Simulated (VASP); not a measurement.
Crystal: Si.

```xyz
1
Lattice="2.6311 0.0000 0.0000 -1.3155 2.2786 0.0000 0.0000 0.0000 2.5197" Properties=species:S:1:pos:R:3 pbc="T T T"
Si    0.0000    0.0000    0.0000
```

The cell was built by a generator and needn't be a form met in nature.

```yaml
Program: VASP 6.6.1
Task: relaxation of cell and atoms
Functional: r2SCAN
Potentials_or_basis: VASP PAW PBE potentials, release 64 (Si)
Cutoff: 600 eV
k_mesh: 9 × 9 × 6
Occupations: gaussian, width 0.1 eV
Spin: no spin polarisation
```

At the start: pressure -1.9 GPa; volume 15.11 Å³/atom.

How do energy, volume and symmetry change on relaxing?

Over 9 steps the energy falls by 12.4 meV/atom and the volume is 14.87 Å³/atom (-1.6 %); space group P6/mmm (No. 191, to 0.05 Å).

Step by step:
```csv
step,energy change (eV),largest force (eV/Å),pressure (GPa),volume (Å³)
1,0.0000,0.0000,-1.95,15.11
2,-0.0117,0.0000,1.30,14.70
3,-0.0117,0.0000,0.93,14.74
4,-0.0118,0.0000,1.13,14.72
5,-0.0120,0.0000,-0.27,14.91
6,-0.0123,0.0000,0.34,14.83
7,-0.0123,0.0000,0.27,14.83
8,-0.0123,0.0000,-0.30,14.89
9,-0.0124,0.0000,-0.03,14.87
```

Final structure:
```yaml
crystal:
  lattice:
    - [2.65388, 0.00000, 0.00000]
    - [-1.32694, 2.29833, 0.00000]
    - [0.00000, 0.00000, 2.43739]
  atoms:
    - { symbol: Si, position: [0.00000, 0.00000, 0.00000] }
```

Caveat: the k mesh is coarse (spacing up to 0.42 Å⁻¹), so the values aren't converged; the PAW data sets were made with another functional, which shifts forces and pressure a little.
